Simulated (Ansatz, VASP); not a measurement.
One calculation of Pb, two programs

```
Pb
1.0
     2.29943    1.32758    3.75723
    -2.29943    1.32758    3.75723
     0.00000   -2.65515    3.75723
Pb
2
Direct
  0.24999 0.24999 0.24999
  0.75001 0.75001 0.75001
```

Alike in both runs: functional PBE; k mesh 6 × 6 × 6; occupations gaussian, width 0.1 eV; no spin polarisation.

Ansatz relaxed the structure, and its values are those at the end. VASP's run is a single point on that final structure, the one shown.

```csv
,VASP,Ansatz
version,VASP 6.6.1,Ansatz 0.2.0
potentials or method,"VASP PAW PBE potentials, release 64 (Pb_d)","scalar-relativistic, plane waves, PAW"
plane-wave cutoff (eV),520,420
valence electrons in the cell,28,28
```

```tsv
	VASP	Ansatz	Ansatz less VASP
gap on the k mesh at the Fermi level (eV)	none	none	-
pressure (GPa)	-0.1	0.0	+0.05
```

A gap of «none» marks a metal or a gap that the smearing closes.

Spin-orbit coupling is left out, which matters for the levels of Pb.
